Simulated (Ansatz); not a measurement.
# Ga2O3: the cost of one run

Method: DFT r2SCAN, scalar-relativistic, plane waves, PAW, in Ansatz 0.2.0.

### Step 1. Starting point

Symmetry: C2/m, No. 12, monoclinic system. The conventional cell has a = 12.280 Å, b = 3.048 Å, c = 5.817 Å, α = 90.00°, β = 103.76°, γ = 90.00°. Around Ga (site symmetry m) lie 6 O at 1.94 to 2.08 Å. Around Ga (site symmetry m) lie 4 O at 1.84 to 1.87 Å. O (site symmetry m) is surrounded by 3 Ga at 1.84 to 1.94 Å. O (site symmetry m) is surrounded by 4 Ga at 1.87 to 2.08 Å. Around O (site symmetry m) lie 3 Ga at 1.84 to 1.95 Å.

As a file:

```cif
data_structure
_symmetry_space_group_name_H-M 'P 1'
_symmetry_Int_Tables_number 1
_cell_length_a 6.3265
_cell_length_b 6.3265
_cell_length_c 5.8174
_cell_angle_alpha 103.352
_cell_angle_beta 103.352
_cell_angle_gamma 27.874
_cell_volume 105.73
loop_
_atom_site_label
_atom_site_type_symbol
_atom_site_fract_x
_atom_site_fract_y
_atom_site_fract_z
_atom_site_occupancy
Ga1 Ga 0.34116 0.34116 0.68527 1
Ga2 Ga 0.65884 0.65884 0.31473 1
Ga3 Ga 0.90953 0.90953 0.20521 1
Ga4 Ga 0.09047 0.09047 0.79479 1
O1 O 0.50353 0.50353 0.74334 1
O2 O 0.49647 0.49647 0.25666 1
O3 O 0.82663 0.82663 0.43677 1
O4 O 0.17337 0.17337 0.56323 1
O5 O 0.16450 0.16450 0.10915 1
O6 O 0.83550 0.83550 0.89085 1
```

(A quick probe on a coarse mesh, which set the mesh and smearing, is not shown.)

### Step 3. Full relaxation

Input file input.yaml:

```yaml
crystal:
  lattice:
    - [6.1402367086, -1.5237836756, 0.0]
    - [6.1402367086, 1.5237836756, 0.0]
    - [-1.3841308865, 0.0, 5.6503488592]
  atoms:
    - { symbol: Ga, position: [0.3411617, 0.3411617, 0.68526966] }
    - { symbol: Ga, position: [0.6588383, 0.6588383, 0.31473034] }
    - { symbol: Ga, position: [0.9095256, 0.9095256, 0.205214] }
    - { symbol: Ga, position: [0.0904744, 0.0904744, 0.794786] }
    - { symbol: O, position: [0.50353087, 0.50353087, 0.74333591] }
    - { symbol: O, position: [0.49646913, 0.49646913, 0.25666409] }
    - { symbol: O, position: [0.82662894, 0.82662894, 0.43676984] }
    - { symbol: O, position: [0.17337106, 0.17337106, 0.56323016] }
    - { symbol: O, position: [0.16450498, 0.16450498, 0.10915408] }
    - { symbol: O, position: [0.83549502, 0.83549502, 0.89084592] }
basis:
  ecutwfc: 500
kpoints:
  mp_grid: { grid: [8, 8, 4] }
hamiltonian:
  xc: r2scan
scf:
  occupations: { method: gaussian, width: 0.02 }
output:
  forces: true
  stress: true
  eigenvalues: true
relax:
  adjacent_minimum: "off"
  f_tol: 0.01
  max_steps: 80
  cell: { stress_tol: 0.05 }
```

The run is started by

```
$ ansatz run input.yaml --threads 1 --pin off --max-ram 3072MiB --backend cpu --events-out ev --progress --plain --runs-dir out
```

What time and memory should one allow on 1 thread of Arm Neoverse V2, shared host?

About 5.3 min, with a peak of 0.84 GiB.
